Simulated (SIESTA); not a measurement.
Li2S:

```
CELL_PARAMETERS angstrom
0.00000 2.84450 2.84450
2.84450 0.00000 2.84450
2.84450 2.84450 0.00000
ATOMIC_POSITIONS crystal
S 0.00000 0.00000 0.00000
Li 0.75000 0.75000 0.75000
Li 0.25000 0.25000 0.25000
```

Base run:

| Property | Result |
| --- | --- |
| Program | SIESTA 5.4.2 |
| Functional | PBE |
| Potentials or basis | PseudoDojo 0.4 standard (PBE files) |
| Basis | TZP (energy shift 0.002 Ry; radii capped at 9.5 bohr) |
| Grid cutoff | 800 Ry |
| Energy shift | 0.002 Ry |
| k mesh | 8 × 8 × 8 |
| Occupations | fermi-dirac, width 0.05 eV |
| Spin | no spin polarisation |

Its results: band gap on the k mesh 3.43 eV, indirect (least direct gap 4.32 eV); pressure 0.8 GPa.

Question: The run is repeated on the same cell with these changes: functional from PBE to RPBE; basis from TZP (energy shift 0.002 Ry; radii capped at 9.5 bohr) to DZP (energy shift 0.002 Ry; radii capped at 9.5 bohr). What comes out?

Answer: Band gap on the k mesh 3.53 eV, indirect (least direct gap 4.43 eV); pressure 2.9 GPa.

Several settings changed at once, so the effect can't be laid on one alone.

Caveats: semicore shells carry a single zeta, which can move pressures by several GPa and volumes by a few percent; the basis of atomic orbitals isn't converged, which shifts pressures, moduli and gaps; the potentials were made for another functional, which shifts forces and pressure (some runs).
